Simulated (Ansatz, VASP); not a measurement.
CsSnI3: VASP beside Ansatz

The input INCAR:

```
PREC = Accurate
ENCUT = 600
EDIFF = 1E-6
ISMEAR = -1
SIGMA = 0.05
LREAL = F
LASPH = T
NELM = 100
ALGO = Fast
ISIF = 3
LWAVE = F
LCHARG = F
GGA = RP
IVDW = 13
IBRION = 2
NSW = 60
EDIFFG = -0.005
```

KPOINTS

```
Automatic mesh
0
Gamma
  4 4 4
```

POSCAR

```
CsSnI3
1.0
    6.2057000000      0.0000000000      0.0000000000
    0.0000000000      6.2057000000      0.0000000000
    0.0000000000      0.0000000000      6.2057000000
Cs I Sn
1 3 1
Direct
    0.0000000000      0.0000000000      0.0000000000
    0.5000000000      0.5000000000      0.0000000000
    0.5000000000      0.0000000000      0.5000000000
    0.0000000000      0.5000000000      0.5000000000
    0.5000000000      0.5000000000      0.5000000000
```

The input input.yaml:

```yaml
crystal:
  lattice:
    - [6.2057, 0.0, 0.0]
    - [0.0, 6.2057, 0.0]
    - [0.0, 0.0, 6.2057]
  atoms:
    - { symbol: Cs, position: [0.0, 0.0, 0.0] }
    - { symbol: I, position: [0.5, 0.5, 0.0] }
    - { symbol: I, position: [0.5, 0.0, 0.5] }
    - { symbol: I, position: [0.0, 0.5, 0.5] }
    - { symbol: Sn, position: [0.5, 0.5, 0.5] }
hamiltonian:
  xc: rpbe
  pseudopotentials: { kind: paw }
  dispersion: d4
kpoints:
  mp_grid: { grid: [4, 4, 4] }
scf:
  occupations: { method: fermi_dirac, width: 0.05 }
output:
  forces: true
  stress: true
  eigenvalues: true
relax:
  f_tol: 0.01
  max_steps: 40
  cell: { stress_tol: 0.05 }
```

Alike in both runs: task relaxation of cell and atoms; functional RPBE; dispersion D4; k mesh 4 × 4 × 4; occupations fermi-dirac, width 0.05 eV; no spin polarisation.

|  | VASP | Ansatz |
| --- | --- | --- |
| version | VASP 6.6.1 | Ansatz 0.2.0 |
| potentials or method | VASP PAW PBE potentials, release 64 (Cs_sv, I, Sn_d) | Ansatz PAW |
| plane-wave cutoff (eV) | 600 | 420 |
| valence electrons in the cell | 44 | 74 |

|  | VASP | Ansatz | Ansatz less VASP |
| --- | --- | --- | --- |
| gap on the k mesh at the Fermi level, each at its own relaxed structure (eV) | 0.38 | 0.39 | +0.011 |
| relaxed volume (Å³/atom) | 48.35 | 48.41 | +0.058 |
| relaxed cell length with the largest relative difference (Å) | 6.230 | 6.232 | +0.0025 |

The two sets of potentials don't hold the same shells in valence.

Caveats: spin-orbit coupling is left out, which moves the levels of the heavy elements; the PAW data sets were made with another functional, which shifts forces and pressure a little (VASP); the plane-wave basis is chosen anew once the cell has moved, so the energies of steps on either side of that aren't comparable (Ansatz); the PAW data sets come from PBE, with cores solved anew for the run's functional, which leaves a small shift of forces and pressure (Ansatz). A k mesh can miss the band edges. Zero-point motion and thermal expansion aren't in these numbers.
